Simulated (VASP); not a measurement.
Crystal: HgSe.

```xyz
2
Lattice="0.0000 3.0390 3.0390 3.0390 0.0000 3.0390 3.0390 3.0390 0.0000" Properties=species:S:1:pos:R:3 pbc="T T T"
Hg    0.0000    0.0000    0.0000
Se    1.5195    1.5195    1.5195
```

```yaml
Program: VASP 6.6.1
Task: relaxation of cell and atoms
Functional: PBE
Potentials_or_basis: VASP PAW PBE potentials, release 64 (Hg, Se)
Cutoff: 300 eV
k_mesh: 5 × 5 × 5
Occupations: gaussian, width 0.03 eV
Spin: no spin polarisation
```

At the start: pressure 4.8 GPa; volume 28.07 Å³/atom.

How do energy, volume and symmetry change on relaxing?

Over 3 steps the energy falls by 37.0 meV/atom and the volume is 30.76 Å³/atom (+9.6 %); space group F-43m (No. 216, to 0.05 Å).

Step by step:
| step | energy change (eV) | largest force (eV/Å) | pressure (GPa) | volume (Å³) |
| --- | --- | --- | --- | --- |
| 1 | 0.0000 | 0.0000 | 4.84 | 56.13 |
| 2 | -0.0680 | 0.0000 | -1.07 | 63.31 |
| 3 | -0.0741 | 0.0000 | 0.01 | 61.52 |

Final structure:
```xyz
2
Lattice="0.0000 3.1332 3.1332 3.1332 0.0000 3.1332 3.1332 3.1332 0.0000" Properties=species:S:1:pos:R:3 pbc="T T T"
Hg    0.0000    0.0000    0.0000
Se    1.5666    1.5666    1.5666
```
